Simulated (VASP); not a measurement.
# BN (F-43m) in VASP: a series of runs

Runs on BN. Level: PBE. Tasks: single point.

Everything below comes from runs of VASP 6.6.1. Logs are shortened: lines on timing, memory, paths and dates and some standing lists are left out, and cuts for length are marked.

**The experiment to reproduce.**

From a printed reference work, monograph, for a bulk crystal of BN at 300 K: band gap 6.4 eV (indirect).

The results are compared with them further down.

### 1 The cell of the first run

The structure is cubic, space group F-43m (No. 216). Conventional cell: a = 3.513 Å, b = 3.513 Å, c = 3.513 Å, α = 90.00°, β = 90.00°, γ = 90.00°. Within 2.0 Å of B (site symmetry -43m) lie 4 N at 1.52 Å. Within 2.0 Å of N (site symmetry -43m) lie 4 B at 1.52 Å.

### 2 Single point, PBE (5.42 Å³/atom)

INCAR

```
SYSTEM = BN
PREC     = Accurate       ! precision mode
ENCUT    = 600            ! plane-wave cutoff, eV
EDIFF    = 1E-6           ! SCF threshold, eV
ISMEAR   = 0              ! smearing method
SIGMA    = 0.02           ! smearing width, eV
LREAL    = .False.        ! projectors in reciprocal space
LASPH    = .True.         ! aspherical terms in the spheres
NELM     = 120            ! most SCF steps
ALGO     = Normal         ! electronic algorithm
ISIF     = 2              ! what is computed and relaxed
LWAVE    = .False.        ! write WAVECAR
LCHARG   = .True.         ! write CHGCAR
GGA      = PE             ! functional
LELF     = .True.         ! ELF
LVHAR    = .True.       
NBANDS   = 11             ! bands
GGA_COMPAT= .False.
```

KPOINTS

```
Automatic mesh
0
Gamma
  12 12 12
  0 0 0
```

POSCAR

```
BN
1.0
    0.0000000000      1.7562607759      1.7562607759
    1.7562607759      0.0000000000      1.7562607759
    1.7562607759      1.7562607759      0.0000000000
B N
1 1
Direct
    0.0000000000      0.0000000000      0.0000000000
    0.2500000000      0.2500000000      0.2500000000
```

Potentials or basis: VASP PAW PBE potentials, release 64 (B, N).

The run is started by

```
$ cat potpaw_PBE.64/B/POTCAR potpaw_PBE.64/N/POTCAR > POTCAR
$ mpirun -np 1 vasp_std > vasp.out
```

OUTCAR:

```text
SYSTEM = BN
   PREC = Accurate
   ENCUT = 600
   EDIFF = 1E-6
   ISMEAR = 0
   LREAL = .False.
   LASPH = .True.
   NELM = 120
   ISIF = 2
   GGA = PE

 ion  position               nearest neighbor table
   1  0.000  0.000  0.000-   2 1.52   2 1.52   2 1.52   2 1.52
   2  0.250  0.250  0.250-   1 1.52   1 1.52   1 1.52   1 1.52

  LATTYP: Found a face centered cubic cell.
 ALAT       =     3.5125215518

  Lattice vectors:

 A1 = (   0.0000000000,   1.7562607759,   1.7562607759)
 A2 = (   1.7562607759,   0.0000000000,   1.7562607759)
 A3 = (   1.7562607759,   1.7562607759,   0.0000000000)

Analysis of symmetry for initial positions (statically):
=====================================================================
 Subroutine PRICEL returns:
 Original cell was already a primitive cell.

 Routine SETGRP: Setting up the symmetry group for a
 face centered cubic supercell.

 Subroutine GETGRP returns: Found 24 space group operations
 (whereof 24 operations were pure point group operations)
 out of a pool of 48 trial point group operations.

The static configuration has the point symmetry T_d .

Analysis of symmetry for dynamics (positions and initial velocities):
=====================================================================
 Subroutine PRICEL returns:
 Original cell was already a primitive cell.

 Routine SETGRP: Setting up the symmetry group for a
 face centered cubic supercell.

 Subroutine GETGRP returns: Found 24 space group operations
 (whereof 24 operations were pure point group operations)
 out of a pool of 48 trial point group operations.

The dynamic configuration has the point symmetry T_d .

 Subroutine INISYM returns: Found 24 space group operations
 (whereof 24 operations are pure point group operations),
 and found     1 'primitive' translations

----------------------------------------------------------------------------------------

                                     Primitive cell

  volume of cell :      10.8342

  direct lattice vectors                    reciprocal lattice vectors
     0.000000000  1.756260776  1.756260776    -0.284695762  0.284695762  0.284695762
     1.756260776  0.000000000  1.756260776     0.284695762 -0.284695762  0.284695762
     1.756260776  1.756260776  0.000000000     0.284695762  0.284695762 -0.284695762

  length of vectors
     2.483727808  2.483727808  2.483727808     0.493107525  0.493107525  0.493107525

  position of ions in fractional coordinates (direct lattice)
     0.000000000  0.000000000  0.000000000
     0.250000000  0.250000000  0.250000000

  ion indices of the primitive-cell ions
   primitive index   ion index
                 1           1
                 2           2

----------------------------------------------------------------------------------------

 KPOINTS: Automatic mesh

Automatic generation of k-mesh.
 Grid dimensions read from file:
 generate k-points for:   12   12   12

 Generating k-lattice:

  Cartesian coordinates                     Fractional coordinates (reciprocal lattice)
    -0.023724647  0.023724647  0.023724647     0.083333333  0.000000000  0.000000000
     0.023724647 -0.023724647  0.023724647     0.000000000  0.083333333  0.000000000
     0.023724647  0.023724647 -0.023724647     0.000000000  0.000000000  0.083333333

  Length of vectors
     0.041092294  0.041092294  0.041092294

  Shift w.r.t. Gamma in fractional coordinates (k-lattice)
     0.000000000  0.000000000  0.000000000

 Subroutine IBZKPT returns following result:
 ===========================================

 Found     72 irreducible k-points:

 Following reciprocal coordinates:
            Coordinates               Weight
  0.000000  0.000000  0.000000      1.000000
  0.083333  0.000000  0.000000      8.000000
  0.166667  0.000000  0.000000      8.000000
  0.250000  0.000000  0.000000      8.000000
  0.333333  0.000000  0.000000      8.000000
  0.416667  0.000000  0.000000      8.000000
[... 16 lines left out ...]
  0.500000  0.166667  0.000000     24.000000
 -0.416667  0.166667  0.000000     24.000000
 [... further k-points ...]
   k-points           NKPTS =     72   k-points in BZ     NKDIM =     72   number of bands    NBANDS=     11
   number of dos      NEDOS =    301   number of ions     NIONS =      2
   total plane-waves  NPLWV =   8000
   dimension x,y,z NGX =    20 NGY =   20 NGZ =   20
   dimension x,y,z NGXF=    40 NGYF=   40 NGZF=   40
   ions per type =               1   1
   NGX,Y,Z   is equivalent  to a cutoff of  13.39, 13.39, 13.39 a.u.
   NGXF,Y,Z  is equivalent  to a cutoff of  26.77, 26.77, 26.77 a.u.
 SYSTEM =  BN
   PREC   = accura    normal or accurate (medium, high low for compatibility)
   ISTART =      0    job   : 0-new  1-cont  2-samecut
   ICHARG =      2    charge: 1-file 2-atom 10-const
   ISPIN  =      1    spin polarized calculation?
   LNONCOLLINEAR =      F non collinear calculations
   LSORBIT =      F    spin-orbit coupling
   LASPH  =      T    aspherical Exc in radial PAW
   ENCUT  =  600.0 eV  44.10 Ry    6.64 a.u.   4.96  4.96  4.96*2*pi/ulx,y,z
   NELM   =    120;   NELMIN=  2; NELMDL= -5     # of ELM steps
   EDIFF  = 0.1E-05   stopping-criterion for ELM
   LREAL  =      F    real-space projection
   EDIFFG = 0.1E-04   stopping-criterion for IOM
   NSW    =      0    number of steps for IOM
   IBRION =     -1    ionic relax: 0-MD 1-quasi-New 2-CG
   NFREE  =      0    steps in history (QN), initial steepest desc. (CG)
   ISIF   =      2    stress and relaxation
   ISYM   =      2    0-nonsym 1-usesym 2-fastsym
   POTIM  = 0.5000    time-step for ionic-motion
   TEBEG  =    0.0;   TEEND  =   0.0 temperature during run
   PSTRESS=    0.0 pullay stress
   NELECT =       8.0000    total number of electrons
   NUPDOWN=      -1.0000    fix difference up-down
   EMIN   =  10.00;   EMAX   =-10.00  energy-range for DOS
   EFERMI =   0.00;   METHOD = LEGACY
   ISMEAR =     0;   SIGMA  =   0.02  broadening in eV -4-tet -1-fermi 0-gaus
   EFERMI_NEDOS =   21; number of points for ismear=-14 and -15
   IALGO  =     38    algorithm
   IMIX   =      4    mixing-type and parameters
     AMIX     =   0.40;   BMIX     =  1.00
     AMIX_MAG =   1.60;   BMIX_MAG =  1.00
  volume/ion in A,a.u.               =       5.42        36.56
  Fermi-wavevector in a.u.,A,eV,Ry     =   1.479696  2.796220 29.789958  2.189500
  Thomas-Fermi vector in A             =   2.593822
   LORBIT       =      0    0 simple, 1 ext, 2 COOP (PROOUT), +10 PAW based schemes
   GGA     = PE    functional components
   LHFCALC =     F    Hartree Fock is set to
   AEXX    =    0.0000 exact exchange contribution
   IVDW    =     0    specifies the selected vdW correction
   LEPSILON=     F    determine dielectric tensor
   LRPA    =     F    only Hartree local field effects (RPA)
 non-spin polarized calculation
 Gauss-broadening in eV      SIGMA  =   0.02
  energy-cutoff  :      600.00
  volume of cell :       10.83
 maximum number of plane-waves:       372
   NGX =  9   NGY =  9   NGZ =  9

 number of electron       8.0000000 magnetization

 Free energy of the ion-electron system (eV)
  ---------------------------------------------------
  ext. energy  EPLUGINS =         0.00000000
  ---------------------------------------------------
  free energy    TOTEN  =       -17.32103969 eV

  energy without entropy =      -17.32103969  energy(sigma->0) =      -17.32103969

 E-fermi :   8.5971     XC(G=0): -13.2534

 val. band max:        8.5036154809   @ k =   0.0000   0.0000   0.0000
 cond. band min:      13.0491879170   @ k =   0.5000   0.5000   0.0000
 fundamental gap:      4.5455724361
 Fermi energy:         8.5970590489

 k-point     1 :       0.0000    0.0000    0.0000
  band No.  band energies     occupation
      1     -12.7428      2.00000
      2       8.5036      2.00000
      3       8.5036      2.00000
      4       8.5036      2.00000
      5      17.7351      0.00000
      6      17.7351      0.00000
      7      17.7351      0.00000
      8      20.2935      0.00000
      9      34.9154      0.00000
     10      37.3463      0.00000
     11      37.3463      0.00000

 k-point     2 :       0.0833    0.0000    0.0000
  band No.  band energies     occupation
      1     -12.5619      2.00000
      2       7.5354      2.00000
      3       8.3047      2.00000
      4       8.3047      2.00000
      5      18.0371      0.00000
      6      18.0371      0.00000
      7      18.0577      0.00000
      8      20.7995      0.00000
      9      34.4741      0.00000
     10      34.9788      0.00000
     11      34.9788      0.00000

 k-point     3 :       0.1667    0.0000    0.0000
  band No.  band energies     occupation
      1     -12.0250      2.00000
      2       5.3023      2.00000
      3       7.8232      2.00000
      4       7.8232      2.00000
      5      18.5849      0.00000
      6      18.7316      0.00000
      7      18.7316      0.00000
      8      22.0247      0.00000
      9      33.3247      0.00000
     10      33.3247      0.00000
     11      33.6407      0.00000

 k-point     4 :       0.2500    0.0000    0.0000
  band No.  band energies     occupation
      1     -11.1535      2.00000
      2       2.6705      2.00000
      3       7.2711      2.00000
      4       7.2711      2.00000
      5      19.0600      0.00000
      6      19.3752      0.00000
      7      19.3752      0.00000
      8      23.2511      0.00000
      9      32.9323      0.00000
     10      32.9323      0.00000
     11      33.0637      0.00000
[... 239 lines left out ...]
 k-point    22 :       0.4167    0.1667    0.0000
  band No.  band energies     occupation
      1      -9.0260      2.00000
      2      -0.2274      2.00000
      3       5.1561      2.00000
      4       5.2739      2.00000
      5      17.4301      0.00000
      6      21.9138      0.00000
      7      22.1310      0.00000
      8      23.2290      0.00000
      9      29.9920      0.00000
     10      36.4339      0.00000
     11      38.2519      0.00000

 k-point    23 :       0.5000    0.1667    0.0000
  band No.  band energies     occupation
      1      -7.9300      2.00000
      2      -1.9543      2.00000
      3       4.5209      2.00000
      4       5.3572      2.00000
      5      17.7692      0.00000
      6      21.8362      0.00000
      7      21.9430      0.00000
      8      24.6373      0.00000
      9      30.3699      0.00000
     10      36.6809      0.00000
     11      37.4560      0.00000

 k-point    24 :      -0.4167    0.1667    0.0000
  band No.  band energies     occupation
      1      -7.7118      2.00000
      2      -2.2631      2.00000
      3       4.0813      2.00000
      4       5.7034      2.00000
      5      18.2369      0.00000
      6      21.4011      0.00000
      7      21.8245      0.00000
      8      25.3451      0.00000
      9      30.6693      0.00000
     10      34.9510      0.00000
     11      36.9818      0.00000

 [... further k-points ...]

------------------------ aborting loop because EDIFF is reached ----------------------------------------

  FORCE on cell =-STRESS in cart. coord.  units (eV):
  Direction    XX          YY          ZZ          XY          YZ          ZX
  --------------------------------------------------------------------------------------
  -------------------------------------------------------------------------------------
  Total        2.8325502      2.8325502      2.8325502      0.0000000      0.0000000     -0.0000000
  in kB      418.8815127    418.8815127    418.8815127      0.0000000      0.0000000     -0.0000000
  external PRESSURE =     418.8815127 kB  Pullay stress =       0.0000000 kB

 VOLUME and BASIS-vectors are now :
 -----------------------------------------------------------------------------
  energy-cutoff  :      600.00
  volume of cell :       10.83
      direct lattice vectors                 reciprocal lattice vectors
     0.000000000  1.756260776  1.756260776    -0.284695762  0.284695762  0.284695762
     1.756260776  0.000000000  1.756260776     0.284695762 -0.284695762  0.284695762
     1.756260776  1.756260776  0.000000000     0.284695762  0.284695762 -0.284695762

 POSITION                                       TOTAL-FORCE (eV/Angst)
 -----------------------------------------------------------------------------------
      0.00000      0.00000      0.00000        -0.000000     -0.000000     -0.000000
      0.87813      0.87813      0.87813         0.000000      0.000000      0.000000
 -----------------------------------------------------------------------------------
    total drift:                                0.000000      0.000000      0.000000

  FREE ENERGIE OF THE ION-ELECTRON SYSTEM (eV)
  ---------------------------------------------------
  free  energy   TOTEN  =       -17.3210396900 eV

  energy  without entropy=      -17.3210396900  energy(sigma->0) =      -17.32103969
```

Run time: 10 s. Hardware: 1 thread of Intel Xeon 8259CL, shared host; peak memory 0.12 GiB.

Results:

* Free energy: -17.3210 eV
* Pressure: 41.9 GPa
* Band gap on the k mesh: 4.55 eV (least direct gap 9.23 eV)

Levels at points of the mesh, in eV from the valence-band top:
```csv
k point,band 2,band 3,band 4,band 5,band 6,band 7
"(0.00, 0.00, 0.00)",0.00,0.00,0.00,9.23,9.23,9.23
"(0.50, 0.00, 0.00)",-11.51,-2.11,-2.11,11.18,11.18,11.30
"(0.50, 0.50, 0.00)",-9.50,-5.35,-5.35,4.55,9.71,19.28
```

Caveat: the cell stands under pressure.

### 3 Single point, PBE

This run uses another cell than the first one, of 5.95 Å³/atom.

INCAR

```
SYSTEM = BN
PREC     = Accurate       ! precision mode
ENCUT    = 600            ! plane-wave cutoff, eV
EDIFF    = 1E-6           ! SCF threshold, eV
ISMEAR   = 0              ! smearing method
SIGMA    = 0.02           ! smearing width, eV
LREAL    = .FALSE.        ! projectors in reciprocal space
LASPH    = .TRUE.         ! aspherical terms in the spheres
NELM     = 120            ! most SCF steps
ALGO     = Normal         ! electronic algorithm
ISIF     = 2              ! what is computed and relaxed
LWAVE    = .FALSE.        ! write WAVECAR
LCHARG   = .FALSE.        ! write CHGCAR
GGA      = PE             ! functional
NBANDS   = 11             ! bands
GGA_COMPAT= .FALSE.
```

KPOINTS

```
regular mesh
0
G
  12 12 12
  0 0 0
```

POSCAR

```
BN
1.0
    0.0000000000      1.8123491614      1.8123491614
    1.8123491614      0.0000000000      1.8123491614
    1.8123491614      1.8123491614      0.0000000000
B N
1 1
Direct
    0.0000000000      0.0000000000      0.0000000000
    0.2500000000      0.2500000000      0.2500000000
```

Potentials or basis: VASP PAW PBE potentials, release 64 (B, N).

The run is started by

```
$ cat potpaw_PBE.64/B/POTCAR potpaw_PBE.64/N/POTCAR > POTCAR
$ mpirun -np 1 vasp_std > vasp.out
```

It took 14 s on 1 thread of Intel Xeon 8259CL, shared host; peak memory 0.13 GiB.

Results (log left out):

- Free energy: -17.4546 eV
- Pressure: 0.0 GPa
- Band gap on the k mesh: 4.45 eV (least direct gap 8.78 eV)

Levels at points of the mesh, in eV from the valence-band top:
```csv
k point,band 2,band 3,band 4,band 5,band 6,band 7
"(0.00, 0.00, 0.00)",0.00,0.00,0.00,8.78,8.78,8.78
"(0.50, 0.00, 0.00)",-10.62,-1.93,-1.93,10.04,10.66,10.66
"(0.50, 0.50, 0.00)",-8.86,-4.86,-4.86,4.45,9.19,17.80
```

(Continued in part 2 of 2.)
